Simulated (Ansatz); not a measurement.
The system is HfC.

```
Hf C
1.0
     2.43943    0.00000    0.00000
     0.00000    4.69500    0.00000
     0.00000    0.00000    2.56227
Hf C
1 1
Direct
  0.00000 0.00000 0.00000
  0.00000 0.50000 0.75000
```

The cell was built by a generator and needn't be a form met in nature.

Below is the output of Ansatz 0.2.0 for this cell. Logs are shortened: lines on timing, memory, paths and dates and some standing lists are left out, and cuts for length are marked.

```text
Warning: RAYON_NUM_THREADS=1 ignored (pool sized by the plan → 1); use --threads N
hamiltonian.pseudopotentials.datasets: crystal makes datasets for this crystal and solves the spheres of its atoms anew in each pass: cutoff 440.0 eV, the density's 1760.0 eV; for an error of 0.50 meV an atom under PBE, 1.0 meV for the cell; an energy difference from a run of another recipe may be off by several times the error for the cell, under r2SCAN by more, where some 0.1 meV an atom stays at smaller errors; C in spheres of 1.212 Å, 4 of its electrons in bands; Hf in spheres of 1.217 Å, 26 of its electrons in bands
Hf: output.efg is read without spin–orbit coupling, which moves field gradients at and beside such atoms by some per cent and up to a factor of two; PAW files take it under magnetization.noncollinear and magnetization.spin_orbit
Engine: ansatz 0.2.0, x86_64-unknown-linux-gnu
Pseudopotentials: kind: all_electron
Pseudopotential: Hf, paw, valence charge 26, recommended cutoff 440 eV (normal), crystal/all_electron/pbe/scalar/gaussian/Hf, Koelling and Harmon's equation, gaussian nucleus
Pseudopotential: C, paw, valence charge 4, recommended cutoff 440 eV (normal), crystal/all_electron/pbe/scalar/gaussian/C, Koelling and Harmon's equation, gaussian nucleus
Functional definition: PBE
  parameter kappa = 0.804
  parameter beta = 0.06672455060314922
  exchange = pbe_x(kappa = kappa, mu = beta*pi^2/3)
  correlation = pbe_c(beta = beta)
Crystal: 2 atoms, lattice volume = 29.346 Å³
Basis set: ecut = 440 eV, 617 PW (Γ), exchange–correlation on 36×72×36 points (8 copies of the dense FFT grid, shifted against one another)
Bands: 19, of which v1, the nominal top of the filled ones, is band 15 counted from 1 (14 counted from 0)
Symmetry: 4 space group operations
Space group: Pmm2 (ITA 25), of the structure as read, at distance tolerance 3.1e-5 Å
k-points: 144 of 660 (time reversal used)
Non-local potential: Hf, projectors of the file, l = 0: 2, l = 1: 2, l = 2: 1, l = 3: 2
Non-local potential: C, projectors of the file, l = 0: 1, l = 1: 2
PAW form: soft (Blöchl's): semilocal exchange-correlation on the pseudo side does not see the compensation charge
PAW one-centre angular grid: Hf, 590 points (default); XC on its mesh's 1783 points in the sphere
PAW one-centre angular grid: C, 110 points (default); XC on its mesh's 2033 points in the sphere
Initial density: superposition of atomic densities (neutral atoms: chi_scale 0, normalization atom)
Initial wavefunctions: pseudopotential atomic-orbital guess
Functional: x = pbe(κ = 0.804, μ = 0.2195149727645171), c = pbe(β = 0.06672455060314922)
[... 24 lines left out ...]
By the cutoff:   a pressure is off by up to 0.005 GPa (1.2 times the spheres' own share and the shells' term, over an atom's volume, and 0.004 GPa: a bound that held against runs at twice the plane waves)
Past the cutoffs: a stress includes 0.0021 GPa for waves and charges beyond them, in addition to the slope of what the spheres take
In the spheres:  the bands' charges fall short by 4.0e-7 e at most (sound up to 1e-3)
Fermi energy:    16.955585 eV
--- Per-component energies (eV) ---
  E_band       = 18.217253
  E_kinetic    = 403.628411
  E_local      = -6410.209977  (includes V_loc(G=0)·N_el)
  E_nonlocal   = -1211.352158
  E_hartree    = 3096.486121
  E_xc         = -158.044149
  E_vxc        = -205.701766  (∫ρ·V_xc dr)
  E_paw        = -418309.033893  (= ΣΔE_a)
  E_vpaw       = -14491.471074  (= ΣTr[D̂ρ^β])
  E_ewald      = -4433.842378
  E_smearing   = -0.013297  (= −TS)
  E_closure    = 15740.355412  (closes the sum)
  Σ components = -411282.025908   (vs F -411282.025908, Δ=0.00e0)
  The terms above E_closure are by the made datasets' own strengths, without shells solved beside the bands.
--- Forces (eV/Å), atoms counted from 1 ---
  atom   1  Hf     0.00000000     0.00000000     0.11241181
  atom   2  C      0.00000000     0.00000000    -0.11240973
  max |Σ_I F_I| component: 2.08e-6 eV/Å
--- Stress (GPa, compression-positive) ---
       56.455234       0.000000       0.000000
        0.000000     -50.315007       0.000000
        0.000000       0.000000      28.178991
  P = ⅓ Tr σ = 11.4397 GPa (114.397 kbar)
--- PAW observables at the nuclei: V_zz in 10²¹ V/m², potentials from the cell's mean, atoms counted from 1 ---
  atom   1  Hf V_zz =   -30.905882   η = 0.7687   by run symmetry: allowed
            electrostatic potential = -14180.922705 V   contact ρ = 7525329.083368 e/Å³
  atom   2  C  V_zz =    -5.836309   η = 0.1735   by run symmetry: allowed
            electrostatic potential = -422.234471 V   contact ρ = 874.993827 e/Å³
--- Band table (eV; the first three rows and the last of 144) ---
  k-point 0: bands = ["-44.6177", "-13.3584", "-12.0480", "-11.5928", "5.1279", "5.6112", "5.6813", "5.7466", "5.7531", "5.8301", "5.8977", "5.9159", "12.5636", "14.3913", "14.5809", "20.0096", "21.3536", "21.9803"]
  k-point 1: bands = ["-44.5933", "-13.3249", "-12.3367", "-11.5698", "5.3040", "5.6153", "5.6678", "5.7568", "5.7645", "5.8263", "5.8963", "5.8989", "13.0070", "14.3778", "14.9931", "19.3197", "21.4129", "22.0493"]
  k-point 2: bands = ["-44.5291", "-13.2361", "-13.0475", "-11.5091", "5.6179", "5.6246", "5.7065", "5.7871", "5.7945", "5.8163", "5.9030", "5.9763", "13.8141", "14.2810", "16.1278", "18.0507", "20.8196", "21.5667"]
  k-point 143: bands = ["-43.9442", "-14.8168", "-14.0852", "-12.5269", "5.6289", "5.6890", "5.7162", "5.8055", "5.8264", "5.8636", "5.8947", "10.8604", "12.5546", "14.5788", "15.2405", "16.6846", "18.2469", "19.8516"]
```

Q: What input gives this log?

A: Electric field gradients with PBE, no spin polarisation. The files as run (others can give the same):

input.yaml
```yaml
crystal:
  lattice:
    - [2.43942588, 0.0, 0.0]
    - [0.0, 4.69499661, 0.0]
    - [0.0, 0.0, 2.56227473]
  atoms:
    - { symbol: Hf, position: [0.0, 0.0, 0.0] }
    - { symbol: C, position: [0.0, 0.5, 0.75] }
kpoints:
  mp_grid: { grid: [11, 6, 10] }
scf:
  occupations: { method: fermi_dirac, width: 0.05 }
hamiltonian:
  xc: pbe
  pseudopotentials: { kind: all_electron, datasets: crystal }
output:
  forces: true
  stress: true
  eigenvalues: true
  efg: {}
```

Potentials or basis: all-electron PAW datasets made for the crystal.
The run is started by
```sh
$ ansatz run input.yaml --threads 1 --pin off --max-ram 3072MiB --backend cpu --events-out ev --progress --plain --runs-dir out
```
